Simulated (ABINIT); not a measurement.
PbSe (Clausthalite): band structure with WC

**Measured values to compare with.**

From a printed reference work, monograph, for a bulk crystal of PbSe at 300 K: band gap 0.28 eV (direct).

Crystal: PbSe (Clausthalite).

```
Pb Se
1.0
     0.00000    3.06065    3.06065
     3.06065    0.00000    3.06065
     3.06065    3.06065    0.00000
Pb Se
1 1
Direct
  0.00000 0.00000 0.00000
  0.50000 0.50000 0.50000
```

```json
{"Program": "ABINIT 10.8.3 (patched build)", "Task": "band structure", "Functional": "WC", "Potentials or basis": "JTH PAW PBE v2.0 sp", "Cutoff": "408 eV", "k mesh": "8 × 8 × 8", "Occupations": "fermi-dirac, width 0.05 eV", "Spin": "no spin polarisation", "Fine-grid cutoff": "816.342 eV", "Exchange and correlation inside the PAW spheres": "full angular mesh (pawxcdev 0, this build's default; the released program takes 1)"}
```

```json
{
  "Pressure": "-0.4 GPa",
  "Band gap on the k mesh": "0.21 eV, direct",
  "Band gap along the path": "0.21 eV, direct",
  "Valence electrons inside the program's atomic spheres": "Pb 2.53; Se 3.90"
}
```

Levels at the corners of the path, in eV from the valence-band top:
```
point  band 3  band 4  band 5  band 6  band 7  band 8
    Γ   -1.81   -1.81   -1.81    4.71    4.71    4.71
    X   -5.01   -3.21   -3.21    3.56    5.61    5.61
    W   -4.25   -4.25   -0.77    1.83    4.94    4.94
    K   -4.61   -2.72   -2.41    3.37    3.98    5.44
    Γ   -1.81   -1.81   -1.81    4.71    4.71    4.71
    L   -1.46   -1.46    0.00    0.21    1.65    1.65
    U   -4.61   -2.72   -2.41    3.37    3.98    5.44
    W   -4.25   -4.25   -0.77    1.83    4.94    4.94
    L   -1.46   -1.46    0.00    0.21    1.65    1.65
    K   -4.61   -2.72   -2.41    3.37    3.98    5.44
```

Run time: 37 s on 1 thread of Arm Neoverse V1 (shared host), peak memory 0.12 GiB.

Measured gap of PbSe: 0.28 eV (direct; 300 K; a printed reference work, monograph). This calculation gives 0.21 eV (-0.07 eV). 2 values of this kind are on record (0.15 to 0.28 eV); this one was drawn at random. Spin-orbit coupling on Pb, Se is left out. The value is that of WC, without temperature or zero-point motion. Semilocal functionals fall short of measured gaps as a rule.

Caveat: the PAW data sets were made with another functional, which shifts forces and pressure a little; spin-orbit coupling is left out, which as a rule narrows the gap of such compounds by several tenths of an eV; this set keeps more shells in the core, which shifts pressures and gaps.
